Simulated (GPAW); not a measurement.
# SiC (Moissanite) (P6_3mc) in GPAW: notebook, part 3 of 3

GPAW 26.7.0. Earlier steps stand in the parts before.

**6. Relaxation of cell and atoms, BLYP+D3(BJ)**

Contents of run.py:

```python
from ase.calculators.mixing import SumCalculator
from ase.filters import FrechetCellFilter
from ase.io import read, write
from ase.optimize import BFGS
from dftd3.ase import DFTD3
from gpaw import GPAW, PW, setup_paths

setup_paths.insert(0, '.')

atoms = read('SiC.cif')

calc = GPAW(mode=PW(800),
            xc='BLYP',
            kpts={'size': (7, 7, 4), 'gamma': True},
            occupations={'name': 'fermi-dirac', 'width': 0.05},
            nbands=18,
            convergence={'density': 1e-05, 'energy': 1e-05},
            eigensolver='davidson',
            maxiter=150,
            txt='gpaw.txt')
atoms.calc = SumCalculator([calc, DFTD3(method='blyp', damping='d3bj')])
opt = BFGS(FrechetCellFilter(atoms), trajectory='relax.traj', logfile='-')
done = opt.run(fmax=0.01, steps=60)
calc.write('gs.gpw')
write('result.traj', atoms)
print('Converged:', done)
print('Cell:', atoms.cell.cellpar().round(4))
print('Volume:', round(atoms.get_volume(), 4))
print(atoms.get_scaled_positions().round(5))
```

Contents of SiC.cif:

```cif
data_SiC
_cell_length_a 3.07600000
_cell_length_b 3.07600000
_cell_length_c 5.04800000
_cell_angle_alpha 90.00000000
_cell_angle_beta 90.00000000
_cell_angle_gamma 120.00000000
_space_group_name_H-M_alt 'P6_3mc'
_space_group_name_Hall 'P 6c -2c'
_space_group_IT_number 186
loop_
_space_group_symop_operation_xyz
'x,y,z'
'x-y,x,z+1/2'
'-y,x-y,z'
'-x,-y,z+1/2'
'-x+y,-x,z'
'y,-x+y,z+1/2'
'y,x,z+1/2'
'x,x-y,z'
'x-y,-y,z+1/2'
'-y,-x,z'
'-x,-x+y,z+1/2'
'-x+y,y,z'
loop_
_atom_site_label
_atom_site_type_symbol
_atom_site_symmetry_multiplicity
_atom_site_Wyckoff_symbol
_atom_site_fract_x
_atom_site_fract_y
_atom_site_fract_z
_atom_site_occupancy
Si1 Si 2 b 0.6666666667 0.3333333333 0.5000000000 1
C1 C 2 b 0.6666666667 0.3333333333 0.8850000000 1
```

Potentials or basis: PAW data sets generated in the run's folder for this functional, pw.

Started as:

```
> gpaw-setup -f BLYP C Si
> OMP_NUM_THREADS=1 python run.py
```

gpaw.txt:

```text
__  _  _
 | _ |_)|_||  |
 |__||  | ||/\| - 26.7.0

Input parameters:
  mode=PW(ecut=800.0),
  convergence={'density': 1e-05, 'energy': 1e-05},
  eigensolver=Davidson(niter=2),
  kpts=MonkhorstPack(size=(7, 7, 4), gamma=True),
  maxiter=150,
  nbands=18,
  occupations=Occupations(name='fermi-dirac', width=0.05),
  xc=XC(name='BLYP')

Diagonalizing LCAO Hamiltonian
Converting LCAO to pw mode

           C

           Si
        C

        Si

Atoms  # Å, Bohr magnetons
|   | symbol |        x |        y |        z |    initial magnetic moments |
|---|--------|----------|----------|----------|-----------------------------|
| 0 |     Si | 1.538000 | 0.887965 | 2.524000 | ( 0.0000,  0.0000,  0.0000) |
| 1 |     Si | 0.000000 | 1.775929 | 0.000000 | ( 0.0000,  0.0000,  0.0000) |
| 2 |      C | 1.538000 | 0.887965 | 4.467480 | ( 0.0000,  0.0000,  0.0000) |
| 3 |      C | 0.000000 | 1.775929 | 1.943480 | ( 0.0000,  0.0000,  0.0000) |

Unit cell  # Å
| periodic |         x |        y |        z |  lengths |     angles |
|----------|-----------|----------|----------|----------|------------|
|      yes |  3.076000 | 0.000000 | 0.000000 | 3.076000 |  90.000000 |
|      yes | -1.538000 | 2.663894 | 0.000000 | 3.076000 |  90.000000 |
|      yes |  0.000000 | 0.000000 | 5.048000 | 5.048000 | 120.000000 |

Number of symmetries: 6
Symmetry operations  # r_c * U_cc + t_c -> r_c
|   | kind |            matrix            |
|---|------|------------------------------|
| 0 |  σ   |  1, 1, 0,  0,-1, 0,  0, 0, 1 |
| 1 |  E   |  1, 0, 0,  0, 1, 0,  0, 0, 1 |
| 2 |  C3  |  0, 1, 0, -1,-1, 0,  0, 0, 1 |
| 3 |  σ   |  0,-1, 0, -1, 0, 0,  0, 0, 1 |
| 4 |  σ   | -1, 0, 0,  1, 1, 0,  0, 0, 1 |
| 5 |  C3  | -1,-1, 0,  1, 0, 0,  0, 0, 1 |
[... 125 lines left out ...]
convergence criteria:
- Maximum integral of absolute [dens]ity change: 1e-05 electrons / valence electron
- Maximum [total energy] change in last 3 cyles: 1e-05 eV / valence electron
- Maximum integral of absolute [eigenst]ate change: 4e-08 eV^2 / valence electron
maximum number of iterations: 150

SCF iterations
|iter     | |      energy | eigst |  dens |
|---------|-|-------------|-------|-------|
|iter:   1| |  -30.866216 | -0.09 |       |
|iter:   2| |  -29.960518 | -1.88 | -0.53 |
|iter:   3| |  -26.959749 | -0.61 | -0.57 |
|iter:   4| |  -26.969334 | -2.32 | -1.29 |
|iter:   5| |  -26.978182 | -3.36 | -1.68 |
|iter:   6| |  -26.978265 | -4.66 | -2.64 |
|iter:   7| |  -26.978276c| -6.06 | -3.13 |
|iter:   8| |  -26.978276c| -7.50c| -3.96 |
|iter:   9| |  -26.978277c| -8.34c| -4.32 |
|iter:  10| |  -26.978277c| -9.08c| -4.93 |
|iter:  11| |  -26.978277c|-10.46c| -5.59c|
[... 48 lines left out ...]
Stress tensor  # eV/Ang^3
|         x |         y |         z |
|-----------|-----------|-----------|
| -0.066170 |  0.000000 |  0.000000 |
|  0.000000 | -0.066170 | -0.000000 |
|  0.000000 | -0.000000 | -0.039643 |

Forces  # eV/Ang
|        x |       y |        z |
|----------|---------|----------|
|  0.00000 | 0.00000 |  0.77385 |  # Si   0
|  0.00000 | 0.00000 |  0.77383 |  # Si   1
|  0.00000 | 0.00000 | -0.77388 |  # C    2
| -0.00000 | 0.00000 | -0.77386 |  # C    3

Interpolating wave functions to new cell

           C

           Si
        C
[... 219 lines left out ...]
Stress tensor  # eV/Ang^3
|         x |         y |         z |
|-----------|-----------|-----------|
| -0.060632 |  0.000000 |  0.000000 |
|  0.000000 | -0.060632 |  0.000000 |
|  0.000000 |  0.000000 | -0.049449 |

Forces  # eV/Ang
|        x |       y |        z |
|----------|---------|----------|
| -0.00000 | 0.00000 |  0.41944 |  # Si   0
|  0.00000 | 0.00000 |  0.41950 |  # Si   1
| -0.00000 | 0.00000 | -0.41950 |  # C    2
|  0.00000 | 0.00000 | -0.41955 |  # C    3

Interpolating wave functions to new cell

           C

           Si
        C
[... 243 lines left out ...]
Atoms  # Å, Bohr magnetons
|   | symbol |        x |        y |        z |    initial magnetic moments |
|---|--------|----------|----------|----------|-----------------------------|
| 0 |     Si | 1.537547 | 0.887703 | 2.542800 | ( 0.0000,  0.0000,  0.0000) |
| 1 |     Si | 0.000000 | 1.775407 | 0.023008 | ( 0.0000,  0.0000,  0.0000) |
| 2 |      C | 1.537547 | 0.887703 | 4.437027 | ( 0.0000,  0.0000,  0.0000) |
| 3 |      C | 0.000000 | 1.775407 | 1.917231 | ( 0.0000,  0.0000,  0.0000) |

Unit cell  # Å
| periodic |         x |         y |        z |  lengths |     angles |
|----------|-----------|-----------|----------|----------|------------|
|      yes |  3.075095 | -0.000000 | 0.000000 | 3.075095 |  90.000000 |
|      yes | -1.537547 |  2.663110 | 0.000000 | 3.075095 |  90.000000 |
|      yes |  0.000000 |  0.000000 | 5.039588 | 5.039588 | 120.000000 |

Number of symmetries: 6
Symmetry operations  # r_c * U_cc + t_c -> r_c
|   | kind |            matrix            |
|---|------|------------------------------|
| 0 |  σ   |  1, 1, 0,  0,-1, 0,  0, 0, 1 |
| 1 |  E   |  1, 0, 0,  0, 1, 0,  0, 0, 1 |
| 2 |  C3  |  0, 1, 0, -1,-1, 0,  0, 0, 1 |
| 3 |  σ   |  0,-1, 0, -1, 0, 0,  0, 0, 1 |
| 4 |  σ   | -1, 0, 0,  1, 1, 0,  0, 0, 1 |
| 5 |  C3  | -1,-1, 0,  1, 0, 0,  0, 0, 1 |
[... 131 lines left out ...]
SCF iterations
|iter     | |      energy | eigst |  dens |
|---------|-|-------------|-------|-------|
|iter:   1| |  -27.010473 |       |       |
|iter:   2| |  -27.010413 | -5.44 | -2.68 |
|iter:   3| |  -27.010037 | -4.78 | -2.70 |
|iter:   4| |  -27.010037 | -6.70 | -3.83 |
|iter:   5| |  -27.010037c| -7.65c| -4.19 |
|iter:   6| |  -27.010037c| -8.32c| -4.58 |
|iter:   7| |  -27.010037c| -9.70c| -5.27c|

Converged in 7 steps
Energy contributions relative to reference atoms: (reference = -17839.679884)

Energy contributions:
  Kinetic:          35.559401
  Coulomb:         -29.254559
  Zero:             -0.010176
  External:          0.000000
  Xc:              -33.304703
  Entropy:          -0.000000
  Spinorbit:         0.000000
  ----------------------------
  Free energy:     -27.010037
  Extrapolated:    -27.010037
[... 451 lines left out ...]
SCF iterations
|iter     | |      energy | eigst |  dens |
|---------|-|-------------|-------|-------|
|iter:   1| |  -27.003825 |       |       |
|iter:   2| |  -27.003816 | -6.11 | -2.95 |
|iter:   3| |  -27.003767c| -5.12 | -2.98 |
|iter:   4| |  -27.003761c| -6.13 | -3.54 |
|iter:   5| |  -27.003761c| -7.56c| -4.04 |
|iter:   6| |  -27.003761c| -8.34c| -4.64 |
|iter:   7| |  -27.003761c| -9.68c| -5.41c|

Converged in 7 steps
Energy contributions relative to reference atoms: (reference = -17839.679884)

Energy contributions:
  Kinetic:          36.077305
  Coulomb:         -29.654208
  Zero:             -0.010557
  External:          0.000000
  Xc:              -33.416301
  Entropy:          -0.000000
  Spinorbit:         0.000000
  ----------------------------
  Free energy:     -27.003761
  Extrapolated:    -27.003761
[... 278 lines left out ...]
Forces  # eV/Ang
|        x |        y |        z |
|----------|----------|----------|
|  0.00000 |  0.00000 |  0.00304 |  # Si   0
| -0.00000 |  0.00000 |  0.00302 |  # Si   1
| -0.00000 |  0.00000 | -0.00311 |  # C    2
|  0.00000 | -0.00000 | -0.00310 |  # C    3

# Writing to gs.gpw (mode='')
```

Wall time 2.9 min (1 thread of Arm Neoverse N1, shared host); peak memory 0.26 GiB.

Results:

* Free energy: -29.5911 eV
* Relaxed volume: 10.29 Å³/atom
* Relaxed cell: a = 3.070 Å, b = 3.070 Å, c = 5.041 Å, α = 90.00°, β = 90.00°, γ = 120.00°
* Space group after relaxing (to 0.05 Å): P6_3mc (No. 186)
* Energy gained by relaxing: 9.5 meV/atom
* Ionic steps: 7
* Pressure after relaxing: 0.0 GPa
* Largest force after relaxing: 0.007 eV/Å
* Band gap on the k mesh: 2.91 eV, indirect (least direct gap 4.29 eV)
* Dispersion energy per atom: -0.647 eV

Forces in eV/Å, atoms in the order of the input:
```
Si   0.000  0.000  0.007
Si   0.000  0.000  0.007
C    0.000  0.000 -0.007
C    0.000  0.000 -0.007
```

Stress tensor (GPa, compression positive):
```
0.02 0.00 0.00
0.00 0.02 0.00
0.00 0.00 0.09
```

Step by step:
```
step  energy change (eV)  largest force (eV/Å)  pressure (GPa)  volume (Å³)
   1              0.0000                0.7766           -0.81        41.36
   2             -0.0273                0.4231           -0.89        41.34
   3             -0.0376                0.0519           -0.68        41.29
   4             -0.0379                0.0016           -0.60        41.27
   5             -0.0380                0.0162           -0.45        41.24
   6             -0.0381                0.0195           -0.06        41.17
   7             -0.0381                0.0071            0.04        41.15
```

Final structure:
```cif
data_structure
_symmetry_space_group_name_H-M 'P 1'
_symmetry_Int_Tables_number 1
_cell_length_a 3.0703
_cell_length_b 3.0703
_cell_length_c 5.0406
_cell_angle_alpha 90.000
_cell_angle_beta 90.000
_cell_angle_gamma 120.000
_cell_volume 41.15
loop_
_atom_site_label
_atom_site_type_symbol
_atom_site_fract_x
_atom_site_fract_y
_atom_site_fract_z
_atom_site_occupancy
Si1 Si 0.66667 0.33333 0.50463 1
Si2 Si 0.33333 0.66667 0.00463 1
C1 C 0.66667 0.33333 0.88037 1
C2 C 0.33333 0.66667 0.38037 1
```

Levels at points of the mesh, in eV from the valence-band top:
| k point | band 6 | band 7 | band 8 | band 9 | band 10 | band 11 |
| --- | --- | --- | --- | --- | --- | --- |
| (0.00, 0.00, 0.00) | -0.11 | 0.00 | 0.00 | 5.01 | 6.47 | 6.81 |
| (0.00, 0.00, 0.50) | -0.70 | -0.70 | -0.70 | 6.10 | 6.10 | 7.52 |

Caveat: later steps reuse the first step's grids; an odd mesh through Γ misses points on the zone boundary, where band edges often lie.

**7. The runs side by side**

| task | level | potentials or basis | cell | maxiter | optimizer | fmax | max steps | target pressure | other keys | gap on the mesh (eV) | pressure (GPa) | relaxed volume (Å³/atom) | largest force (eV/Å) |
| --- | --- | --- | --- | --- | --- | --- | --- | --- | --- | --- | --- | --- | --- |
| relaxation of cell and atoms | PW91 | PAW data sets generated in the run's folder for this functional, pw | relaxed | 150 | BFGS | 0.05 eV/Å | 40 | - | - | 2.65 | 0.1 | 10.53 | 0.01 |
| relaxation of cell and atoms | PW91+D4 | PAW data sets generated in the run's folder for this functional, pw | relaxed to 10 GPa | 150 | LBFGS | 0.02 eV/Å | 40 | 10 GPa | - | 2.56 | 9.9 | - | 0.01 |
| single point | PBE | GPAW PAW data sets (gpaw-data 1.2.1), pw | as given | 100 | - | - | - | - | several, not listed | 2.63 | 5.0 | - | 0.77 |
| relaxation of cell and atoms | RPBE | the program's PAW data sets (release 1.2.1) made for this functional, pw | relaxed | 150 | LBFGS | 0.01 eV/Å | 60 | - | - | 2.67 | 0.0 | 10.72 | - |
| relaxation of cell and atoms | BLYP+D3(BJ) | PAW data sets generated in the run's folder for this functional, pw | relaxed | 150 | BFGS | 0.01 eV/Å | 60 | - | - | 2.91 | 0.0 | 10.29 | 0.01 |

Alike in all rows: no spin polarisation; k mesh 7 × 7 × 4; cutoff (eV) 800; smearing fermi-dirac 0.05 eV.

Caveats: an odd mesh through Γ misses points on the zone boundary, where band edges often lie; later steps reuse the first step's grids (some runs).

Total energies depend on the potentials used, so only differences within one code and one set of settings carry meaning.
